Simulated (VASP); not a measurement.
GaN, 4 atoms in the cell. The structure is hexagonal, space group P6_3mc (No. 186). Conventional cell: a = 3.181 Å, b = 3.181 Å, c = 5.181 Å, α = 90.00°, β = 90.00°, γ = 120.00°. Ga (site symmetry 3m) is surrounded by 4 N at 1.94 to 1.95 Å. Around N (site symmetry 3m) lie 4 Ga at 1.94 to 1.95 Å. The cell is a database's computed one.

- Program: VASP 6.6.1
- Task: band structure
- Functional: TB-mBJ
- Potentials or basis: VASP PAW PBE potentials, release 64 (Ga_d, N)
- Cutoff: 520 eV
- k mesh: 12 × 12 × 6
- Occupations: gaussian, width 0.02 eV
- Spin: no spin polarisation
- Further INCAR settings: ALGO = Normal; EDIFF = 1e-07

Potentials or basis: VASP PAW PBE potentials, release 64 (Ga_d, N).

Launch:

```bash
$ cat potpaw_PBE.64/Ga_d/POTCAR potpaw_PBE.64/N/POTCAR > POTCAR
$ cp INCAR.step1 INCAR
$ mpirun -np 1 vasp_std > vasp.out
$ cp INCAR.step2 INCAR
$ mpirun -np 1 vasp_std > vasp.out
```

Hardware: 1 thread of Intel(R) Xeon(R) Platinum 8559C (Emerald Rapids), on a shared host.

How long does it take, and how much memory?

It took 12 min on 1 thread of Intel(R) Xeon(R) Platinum 8559C (Emerald Rapids), on a shared host, peak memory 0.37 GiB. Counts: scf iterations 77, k points 172.
